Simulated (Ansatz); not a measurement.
# Zr: the cost of one run

Method: DFT PBE, scalar-relativistic, plane waves, PAW, in Ansatz 0.2.0.

**1. The system as given**

The structure is hexagonal, space group P6_3/mmc (No. 194). Conventional cell: a = 3.232 Å, b = 3.232 Å, c = 5.147 Å, α = 90.00°, β = 90.00°, γ = 120.00°. Around Zr (site symmetry -6m2) lie 12 Zr at 3.18 to 3.23 Å.

Structure file:

```
CELL_PARAMETERS angstrom
3.23200 0.00000 0.00000
-1.61600 2.79899 0.00000
0.00000 0.00000 5.14700
ATOMIC_POSITIONS crystal
Zr 0.33333 0.66667 0.25000
Zr 0.66667 0.33333 0.75000
```

No relaxation comes first: the listed cell is the starting point.

**2. The reference cell**

The reference gives a free energy of -8367.6821 eV, pressure 0.46 GPa, largest force 0.000 eV/Å and gap on the mesh none (metal). It was computed beforehand with the settings of the runs below.

**3. Next: one atom moved over a plane**

Atom 1 (Zr) is moved by p along (1.000, 0.000, 0.000) and q along (0.000, 1.000, 0.000) (Å), all else fixed; its images in the other cells move with it. Points alike by symmetry are run once.

**4. p = -0.600, q = -0.600**

input.yaml reads:

```yaml
crystal:
  lattice:
    - [3.2319982225, 0.0, 0.0]
    - [-1.6159991112, 2.7989925657, 0.0]
    - [0.0, 0.0, 5.147]
  atoms:
    - { symbol: Zr, position: [0.0405082461, 0.4523038251, 0.25] }
    - { symbol: Zr, position: [0.6666666667, 0.3333333333, 0.75] }
basis:
  ecutwfc: 420
kpoints:
  mp_grid: { grid: [18, 18, 10] }
hamiltonian:
  xc: pbe
scf:
  occupations: { method: gaussian, width: 0.15 }
output:
  forces: true
  stress: true
  eigenvalues: true
```

Started as:

```sh
$ ansatz run input.yaml --threads 1 --pin off --max-ram 2560MiB --backend cpu --events-out ev --progress --plain --runs-dir out
```

Q: Estimate wall time and peak memory on 1 thread of Arm Neoverse V1, shared host.

About 32 s, with a peak of 0.82 GiB.
